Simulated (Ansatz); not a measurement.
Ca:

```
CELL_PARAMETERS angstrom
3.98000 0.00000 0.00000
-1.99000 3.44678 0.00000
0.00000 0.00000 6.52000
ATOMIC_POSITIONS crystal
Ca 0.66667 0.33333 0.75000
Ca 0.33333 0.66667 0.25000
```

This isn't the form of Ca at room conditions, which is fcc.

```yaml
Program: Ansatz 0.2.0
Task: relaxation of cell and atoms
Functional: PBE
Dispersion: D4
Potentials_or_basis: Ansatz PAW
Cutoff: "420 eV (not typed: the program's choice for these potentials)"
k_mesh: 8 × 8 × 4
Occupations: fermi-dirac, width 0.05 eV
Spin: no spin polarisation
```

At the start: volume 44.72 Å³/atom.

Problem. How do energy, volume and symmetry change on relaxing?

Solution. It ends after 12 steps and the volume is 41.84 Å³/atom (-6.5 %); space group P6_3/mmc (No. 194, to 0.05 Å).

Step by step:
| step | energy change (eV) | largest force (eV/Å) | volume (Å³) |
| --- | --- | --- | --- |
| 1 | 0.0000 | 0.0000 | 89.44 |
| 2 | -0.0247 | 0.0000 | 85.97 |
| 3 | -0.0336 | 0.0000 | 83.71 |
| 4 | -0.0337 | 0.0000 | 83.71 |
| 5 | -0.0337 | 0.0000 | 83.70 |
| 6 | -0.0337 | 0.0000 | 83.70 |
| 7 | -0.0337 | 0.0000 | 83.70 |
| 8 | -0.0337 | 0.0000 | 83.70 |
| 9 | -0.0337 | 0.0000 | 83.66 |
| 10 | -0.0337 | 0.0000 | 83.68 |
| 11 | -0.0337 | 0.0000 | 83.67 |
| 12 | -0.0335 | 0.0000 | 83.67 |

Final structure:
```xyz
2
Lattice="3.8786 0.0000 0.0000 -1.9393 3.3589 0.0000 0.0000 0.0000 6.4225" Properties=species:S:1:pos:R:3 pbc="T T T"
Ca    1.9393    1.1196    4.8169
Ca    0.0000    2.2393    1.6056
```

Caveat: the plane-wave basis is chosen anew once the cell has moved, so the energies of steps on either side of that aren't comparable; pairwise dispersion overbinds metals, which lowers pressure and volume.
